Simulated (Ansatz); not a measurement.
**BaTiO3: a one-atom displacement scan**

Aim: for BaTiO3, map the energy as atom 1 (Ba) is pushed off its site.

Method: DFT r2SCAN, scalar-relativistic, plane waves, PAW, in Ansatz 0.2.0.

1 further run of the same task is left out (set aside as unsound or not needed).

## (1) Starting point

The structure is trigonal, space group R3m (No. 160). The conventional cell has a = 5.680 Å, b = 5.680 Å, c = 6.994 Å, α = 90.00°, β = 90.00°, γ = 120.00°. Ba (site symmetry 3m) is surrounded by 12 O at 2.78 to 2.93 Å. Around Ti (site symmetry 3m) lie 6 O at 1.87 to 2.16 Å. Around O (site symmetry m) lie 2 Ti at 1.87 to 2.16 Å.

Structure file:

```cif
data_structure
_symmetry_space_group_name_H-M 'P 1'
_symmetry_Int_Tables_number 1
_cell_length_a 4.0237
_cell_length_b 4.0237
_cell_length_c 4.0237
_cell_angle_alpha 89.794
_cell_angle_beta 89.794
_cell_angle_gamma 89.794
_cell_volume 65.14
loop_
_atom_site_label
_atom_site_type_symbol
_atom_site_fract_x
_atom_site_fract_y
_atom_site_fract_z
_atom_site_occupancy
Ba1 Ba 0.00279 0.00279 0.00279 1
Ti1 Ti 0.51625 0.51625 0.51625 1
O1 O 0.48975 0.48975 0.98016 1
O2 O 0.48975 0.98016 0.48975 1
O3 O 0.98016 0.48975 0.48975 1
```

This cell was relaxed beforehand with the same method: volume 13.03 Å³/atom, gap on the mesh 2.87 eV.

## (2) Zero of energy

Reference values: F = -10183.8375 eV; pressure 0.00 GPa; largest force 0.000 eV/Å; gap on the mesh 2.87 eV. It was computed beforehand with the settings of the runs below.

## (3) The scan: a one-atom displacement scan

Atom 1 (Ba) is moved by x along the Cartesian unit vector (0.000, 0.000, -1.000); the cell and all other atoms stay fixed. Forces below are components along that vector, summed over the moved atoms. In a periodic cell its images move with it.

## (4) At x = -0.600 Å

input.yaml

```yaml
crystal:
  lattice:
    - [2.8400536833, 1.6397057586, 2.3314328269]
    - [-2.8400536833, 1.6397057586, 2.3314328269]
    - [0.0, -3.2794115171, 2.3314328269]
  atoms:
    - { symbol: Ba, position: [0.0885692614, 0.0885692614, 0.0885692614] }
    - { symbol: Ti, position: [0.5162478494, 0.5162478494, 0.5162478494] }
    - { symbol: O, position: [0.4897536543, 0.4897536543, 0.9801597377] }
    - { symbol: O, position: [0.4897536543, 0.9801597377, 0.4897536543] }
    - { symbol: O, position: [0.9801597377, 0.4897536543, 0.4897536543] }
basis:
  ecutwfc: 500
kpoints:
  mp_grid: { grid: [6, 6, 6] }
hamiltonian:
  xc: r2scan
scf:
  occupations: { method: gaussian, width: 0.05 }
output:
  forces: true
  stress: true
  eigenvalues: true
```

The run is started by

```console
$ ansatz run input.yaml --threads 1 --pin off --max-ram 2560MiB --backend cpu --events-out ev --progress --plain --runs-dir out
```

## (5) At x = 0.450 Å

input.yaml, as its differences from that of step 4:

```diff
@@ -6,3 +6,3 @@
   atoms:
-    - { symbol: Ba, position: [0.0885692614, 0.0885692614, 0.0885692614] }
+    - { symbol: Ba, position: [-0.0615530136, -0.0615530136, -0.0615530136] }
     - { symbol: Ti, position: [0.5162478494, 0.5162478494, 0.5162478494] }
```

## (6) Point x = -0.300 Å

input.yaml, as its differences from that of step 5:

```diff
@@ -6,3 +6,3 @@
   atoms:
-    - { symbol: Ba, position: [-0.0615530136, -0.0615530136, -0.0615530136] }
+    - { symbol: Ba, position: [0.0456771829, 0.0456771829, 0.0456771829] }
     - { symbol: Ti, position: [0.5162478494, 0.5162478494, 0.5162478494] }
```

## (7) x = 0.150 Å

input.yaml, as its differences from that of step 6:

```diff
@@ -6,3 +6,3 @@
   atoms:
-    - { symbol: Ba, position: [0.0456771829, 0.0456771829, 0.0456771829] }
+    - { symbol: Ba, position: [-0.018660935, -0.018660935, -0.018660935] }
     - { symbol: Ti, position: [0.5162478494, 0.5162478494, 0.5162478494] }
@@ -23 +23,5 @@
   eigenvalues: true
+  write_density: true
+  write_potential: true
+  elf: true
+  volumetric_format: npy
```

## (8) x = 0.600 Å

input.yaml, as its differences from that of step 7:

```diff
@@ -6,3 +6,3 @@
   atoms:
-    - { symbol: Ba, position: [-0.018660935, -0.018660935, -0.018660935] }
+    - { symbol: Ba, position: [-0.0829990528, -0.0829990528, -0.0829990528] }
     - { symbol: Ti, position: [0.5162478494, 0.5162478494, 0.5162478494] }
@@ -23,5 +23 @@
   eigenvalues: true
-  write_density: true
-  write_potential: true
-  elf: true
-  volumetric_format: npy
```

## (9) x = -0.450 Å

input.yaml, as its differences from that of step 8:

```diff
@@ -6,3 +6,3 @@
   atoms:
-    - { symbol: Ba, position: [-0.0829990528, -0.0829990528, -0.0829990528] }
+    - { symbol: Ba, position: [0.0671232222, 0.0671232222, 0.0671232222] }
     - { symbol: Ti, position: [0.5162478494, 0.5162478494, 0.5162478494] }
```

## (10) x = 0.300 Å

input.yaml, as its differences from that of step 9:

```diff
@@ -6,3 +6,3 @@
   atoms:
-    - { symbol: Ba, position: [0.0671232222, 0.0671232222, 0.0671232222] }
+    - { symbol: Ba, position: [-0.0401069743, -0.0401069743, -0.0401069743] }
     - { symbol: Ti, position: [0.5162478494, 0.5162478494, 0.5162478494] }
@@ -23 +23,5 @@
   eigenvalues: true
+  write_density: true
+  write_potential: true
+  elf: true
+  volumetric_format: npy
```

## (11) At x = -0.150 Å

input.yaml, as its differences from that of step 10:

```diff
@@ -6,3 +6,3 @@
   atoms:
-    - { symbol: Ba, position: [-0.0401069743, -0.0401069743, -0.0401069743] }
+    - { symbol: Ba, position: [0.0242311436, 0.0242311436, 0.0242311436] }
     - { symbol: Ti, position: [0.5162478494, 0.5162478494, 0.5162478494] }
@@ -23,5 +23 @@
   eigenvalues: true
-  write_density: true
-  write_potential: true
-  elf: true
-  volumetric_format: npy
```

## (12) x = 0.525 Å

input.yaml, as its differences from that of step 11:

```diff
@@ -6,3 +6,3 @@
   atoms:
-    - { symbol: Ba, position: [0.0242311436, 0.0242311436, 0.0242311436] }
+    - { symbol: Ba, position: [-0.0722760332, -0.0722760332, -0.0722760332] }
     - { symbol: Ti, position: [0.5162478494, 0.5162478494, 0.5162478494] }
```

(Steps that only read results are left out.)

What does the calculation give?

**Answer**, as computed:

| quantity | value |
| --- | --- |
| force constant along x, over ±0.150 Å | 6.49 eV/Å² |

What this shows: Near the site the force constant is 6.49 eV/Å²; for the mass of Ba against a rigid frame that is a vibration of about 113 cm⁻¹. The step of 0.15 Å is wide, so anharmonic terms mix in. The undisturbed cell stays the lowest of the sampled points. The well is lopsided: x = -0.600 Å costs 1585 meV against 1399 meV on the other side. The gap on the mesh stays between 2.56 and 2.87 eV.
